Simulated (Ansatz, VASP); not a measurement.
## Cd in VASP and in Ansatz

The input INCAR:

```
SYSTEM = Cd
PREC = Accurate
ENCUT = 520
EDIFF = 1E-7
ISMEAR = 0
SIGMA = 0.1
LREAL = .False.
LASPH = .True.
NELM = 100
ALGO = Normal
ISIF = 2
LWAVE = .False.
LCHARG = .True.
GGA = PE
LELF = .True.
LVHAR = .True.
NBANDS = 19
```

File KPOINTS:

```
regular mesh
0
Gamma
  6 6 6
  0 0 0
```

The input POSCAR:

```
Cd
1.0
    1.9633069365      1.1335157883      3.4179391963
   -1.9633069365      1.1335157883      3.4179391963
    0.0000000000     -2.2670315765      3.4179391963
Cd
2
Direct
    0.2336400000      0.2336400000      0.2336400000
    0.7663600000      0.7663600000      0.7663600000
```

Input for Ansatz:

```yaml
crystal:
  lattice:
    - [1.9633069365, 1.1335157883, 3.4179391963]
    - [-1.9633069365, 1.1335157883, 3.4179391963]
    - [0.0, -2.2670315765, 3.4179391963]
  atoms:
    - { symbol: Cd, position: [0.23364, 0.23364, 0.23364] }
    - { symbol: Cd, position: [0.76636, 0.76636, 0.76636] }
basis:
  ecutwfc: 420
kpoints:
  mp_grid: { grid: [6, 6, 6] }
hamiltonian:
  xc: pbe
scf:
  occupations: { method: gaussian, width: 0.1 }
  lower_state_search: "off"
output:
  forces: true
  stress: true
  eigenvalues: true
```

Alike in both runs: task single point; functional PBE; k mesh 6 × 6 × 6; occupations gaussian, width 0.1 eV; no spin polarisation.

|  | VASP | Ansatz |
| --- | --- | --- |
| version | VASP 6.6.1 | Ansatz 0.2.0 |
| potentials or method | VASP PAW PBE potentials, release 64 (Cd) | scalar-relativistic, plane waves, PAW |
| plane-wave cutoff (eV) | 520 | 420 |
| valence electrons in the cell | 24 | 40 |

VASP gave:

```
gap on the k mesh at the Fermi level (eV)       : none
pressure (GPa)                                  : 11.8
largest component of the traceless stress (GPa) : 0.54
rms of the force components (eV/Å)              : 0.942
```

Question: Estimate Ansatz's values.

Answer: gap on the k mesh at the Fermi level (eV): none; pressure (GPa): 11.2; largest component of the traceless stress (GPa): 0.49; rms of the force components (eV/Å): 0.910.

Atom by atom the forces differ by 0.032 eV/Å (rms over components). A gap of «none» marks a metal or a gap that the smearing closes. The two sets of potentials don't hold the same shells in valence.

Caveats: forces of over 1 eV/Å show positions far from the minimum, so gaps and moduli don't describe the material at rest.
